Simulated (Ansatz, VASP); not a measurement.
**Be in VASP and in Ansatz**

INCAR

```
PREC = Accurate ; ENCUT = 520
EDIFF = 1E-7 ; ISMEAR = -1
SIGMA = 0.08 ; LREAL = F
LASPH = T ; NELM = 100
ALGO = Normal ; ISIF = 2
LWAVE = F ; LCHARG = F
GGA = PE ; NBANDS = 7
```

The input KPOINTS:

```
Automatic mesh
0
Gamma
  20 20 20
```

File POSCAR:

```
Be
1.0
    0.0000000000      1.2531747925      1.2531747925
    1.2531747925      0.0000000000      1.2531747925
    1.2531747925      1.2531747925      0.0000000000
Be
1
Direct
    0.0000000000      0.0000000000      0.0000000000
```

Input for Ansatz:

```yaml
crystal:
  lattice:
    - [0.0, 1.2531747925, 1.2531747925]
    - [1.2531747925, 0.0, 1.2531747925]
    - [1.2531747925, 1.2531747925, 0.0]
  atoms:
    - { symbol: Be, position: [0.0, 0.0, 0.0] }
kpoints:
  mp_grid: { grid: [20, 20, 20] }
scf:
  occupations: { method: fermi_dirac, width: 0.08 }
hamiltonian:
  xc: pbe
  pseudopotentials: { kind: all_electron, lapw: { basis_error: 0.001 } }
output:
  forces: true
  stress: true
  eigenvalues: true
  populations: true
```

Change from the starting cell: volume scaled by 0.5, LAPW.

Alike in both runs: task single point; functional PBE; k mesh 20 × 20 × 20; occupations fermi-dirac, width 0.08 eV; no spin polarisation.

|  | VASP | Ansatz |
| --- | --- | --- |
| version | VASP 6.6.1 | Ansatz 0.2.0 |
| potentials or method | VASP PAW PBE potentials, release 64 (Be) | all-electron LAPW, scalar-relativistic |
| plane-wave cutoff (eV) | 520 | see its input |

```csv
,VASP,Ansatz,Ansatz less VASP
pressure (GPa),268.3,266.0,-2.26
```

Ansatz ran all-electron here, so the differences hold the error of VASP's frozen core and of both bases.

Caveats: the cell as given lies far from equilibrium; so large a pressure means that the cell lies far from this level's equilibrium, or that cutoff or potentials fall short (VASP).
